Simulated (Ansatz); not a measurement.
# SiC: enthalpy under pressure, worked through

All numbers below come from DFT r2SCAN, scalar-relativistic, plane waves, PAW (Ansatz). (500 eV cutoff, 12×12×6 k-mesh, Gaussian smearing of 0.02 eV, no spin polarisation)

Starting point, cell and atoms relaxed:

```yaml
crystal:
  lattice:
    - [3.07530, 0.00000, 0.00000]
    - [-1.53765, 2.66329, 0.00000]
    - [0.00000, 0.00000, 5.04834]
  atoms:
    - { symbol: Si, position: [0.33333, 0.66667, 0.49960] }
    - { symbol: Si, position: [0.66667, 0.33333, 0.99960] }
    - { symbol: C, position: [0.33333, 0.66667, 0.87540] }
    - { symbol: C, position: [0.66667, 0.33333, 0.37540] }
```

Cell and atoms were relaxed at each target pressure within the start's symmetry (P6_3mc), at zero temperature; other phases can be more stable under pressure. H = E + PV with P the target; E is the free energy at the smearing used, whose derivative the pressure is, per atom and counted from zero pressure.

```csv
P (GPa),V (Å³/atom),E − E0 (meV),H − H0 (meV)
0,10.337,0.0,0.0
1,10.292,0.1,64.4
4,10.163,2.2,255.9
12,9.853,17.4,755.4
25,9.429,65.8,1537.0
50,8.796,211.3,2956.5
90,8.070,523.4,5056.5
```

**Question.** Thermodynamics gives dH/dP = V along a relaxed path. Integrate V over P by the trapezoid rule and compare with the computed enthalpies.

**Answer.** With 1 eV/Å³ = 160.22 GPa, each step adds the mean volume times ΔP / 160.22:
| P (GPa) | ∫V dP (meV) | H − H0 (meV) | difference (meV) |
| --- | --- | --- | --- |
| 1 | 64.4 | 64.4 | 0.0 |
| 4 | 255.9 | 255.9 | 0.0 |
| 12 | 755.6 | 755.4 | 0.2 |
| 25 | 1537.8 | 1537.0 | 0.8 |
| 50 | 2959.8 | 2956.5 | 3.3 |
| 90 | 5065.2 | 5056.5 | 8.7 |

V(P) curves upward, so the trapezoid rule runs high; integrating a smooth curve through the same points puts that excess at about 8.7 meV at 90 GPa, against the 8.7 meV found.

**Question.** At 90 GPa, how much of the enthalpy change is stored energy and how much is the PV term?

**Answer.** E rises by 523 meV/atom and PV is 90 × 8.070 / 160.22 = 4533 meV/atom, so PV makes 90 % of ΔH. So between rival structures at high pressure a small difference in volume can outweigh the difference in energy: 1 % of this volume is worth 45.3 meV/atom at this pressure.

**Question.** What bulk modulus do the lowest pressures give?

**Answer.** From the pressures that the runs reached, -1.00 GPa (10.383 Å³) and 1.00 GPa (10.292 Å³), B = −ΔP/Δln V = 2.00 / 0.0088 = 228 GPa, a mean over that range.

**Question.** The gap is 2.659 eV at -1.00 GPa and 2.645 eV at 1.00 GPa. What pressure coefficient and volume deformation potential follow?

**Answer.** dE_g/dP = -7.1 meV/GPa, and a_V = dE_g/d ln V = −B dE_g/dP = 1.62 eV. A gap that closes or barely moves under pressure is usual where the conduction edge lies away from the zone centre, has d character, or where the bands broaden faster than they shift. If the edges move to other points of the zone within the range, this is a mean of two slopes. Gaps are generalised Kohn–Sham gaps over the whole zone.